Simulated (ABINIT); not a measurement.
Write the native input for ABINIT 10.8.3 (patched build) that does the following.

- Task: equation of state
- Functional: PBE
- Potentials or basis: SPMS NC PBE v1.0
- Cutoff: 952 eV
- k mesh: 10 × 10 × 10
- Occupations: fermi-dirac, width 0.05 eV
- Spin: no spin polarisation

The system is GaN.

```xyz
2
Lattice="0.0000 2.2535 2.2535 2.2535 0.0000 2.2535 2.2535 2.2535 0.0000" Properties=species:S:1:pos:R:3 pbc="T T T"
Ga    0.0000    0.0000    0.0000
N     1.1268    1.1268    1.1268
```

The cell is a database's computed one.

The input as run:

run.abi

```
ndtset 7
getwfk -1
scalecart1 3*0.9795861087
scalecart2 3*0.9864848297
scalecart3 3*0.9932883884
scalecart4 3*1.0000000000
scalecart5 3*1.0066227096
scalecart6 3*1.0131594038
scalecart7 3*1.0196128224

pp_dirpath "./"
pseudos "31_Ga_13_1.9_2.4_pbe_n_v1.0.psp8, 07_N_5_1.2_1.4_pbe_n_v1.0.psp8"

acell 6.0224269985 6.0224269985 6.0224269985
rprim
     0.0000000000     0.7071067812     0.7071067812
     0.7071067812     0.0000000000     0.7071067812
     0.7071067812     0.7071067812     0.0000000000
ntypat 2
znucl 31 7
natom 2
typat 1 2
xred
     0.0000000000     0.0000000000     0.0000000000
     0.2500000000     0.2500000000     0.2500000000

ecut 35.0

kptopt 1
ngkpt 10 10 10
nshiftk 1
shiftk 0.0 0.0 0.0

ixc 11

nband 13
occopt 3
tsmear 0.05 eV

nstep 100
tolvrs 1.0e-10

iomode 3
prtwf 1
prtden 0
prteig 0
prtebands 0
enunit 1
```

Potentials or basis: SPMS NC PBE v1.0.

Run with:

```console
$ abinit run.abi > log 2>&1
```

Results of the run:

* Equilibrium volume: 11.80 Å³/atom
* Bulk modulus: 171 GPa
* Pressure derivative of the bulk modulus: 4.5

Caveat: pressures at fixed basis lie under the slope of the energies.

It took 2.3 min on 1 thread of Arm Neoverse V2, on a shared host, peak memory 0.11 GiB.
